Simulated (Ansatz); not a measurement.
# Structure search: one Si candidate

These are results of DFT PBE, scalar-relativistic, plane waves, PAW (Ansatz), not measurements. Cutoff 420 eV, Gaussian smearing, Γ-centred meshes. Cell and atoms relax first on a coarse mesh and then on a finer one. In between, the cell is made exact in the group found at 0.06 Å. In metals the finer mesh still leaves noise of several meV/atom or more. The steps can't lower the symmetry of their start. No spin polarisation.

The cell of Si is invented: 4-connected net of one element (I4_122, No. 98). Lengths were set from tabulated atomic sizes, so they are only a guess.

```
Si
1.0
    -2.02808    2.02808    4.04502
     2.02808   -2.02808    4.04502
     2.02808    2.02808   -4.04502
Si
4
Direct
  0.37500 0.98638 0.11138
  0.73638 0.12500 0.11138
  0.01362 0.62500 0.88862
  0.87500 0.26362 0.88862
```

Energies count from the standard state of Si at the same level.

Task: Where does the relaxation end?

Result: The symmetry goes from I4_122 (No. 98) to Pm-3m (No. 221), and the primitive cell from 4 to 1 atom. The end has the simple cubic type. The volume per atom shrinks by 2.4 %, from 16.6 to 16.2 Å³. The shortest distance goes from 2.12 Å (Si–Si) to 2.53 Å (Si–Si). The energy falls by about 0.57 eV/atom (the start's value is from the coarse mesh). The end is written in a standard setting, so origin, axes and order of atoms can differ from the start's. Conventional cell: a = 2.532 Å. Si has 6 Si at 2.53 Å.

```xyz
1
Lattice="2.5325 0.0000 0.0000 0.0000 2.5325 0.0000 0.0000 0.0000 2.5325" Properties=species:S:1:pos:R:3 pbc="T T T"
Si    1.2662    1.2662    1.2662
```

Task: How does it come out in energy, and is it a metal?

Result: The energy over the standard state is +0.35 eV/atom and the gap on the 22×22×22 mesh of the 1-atom cell is 0 eV (a metal).

It lies above the standard state, so it could only be metastable.

The last run used Gaussian smearing of 0.10 eV. A later test with randomly moved atoms led to a structure 61 meV/atom lower, so this end is a saddle point or a shallow minimum.
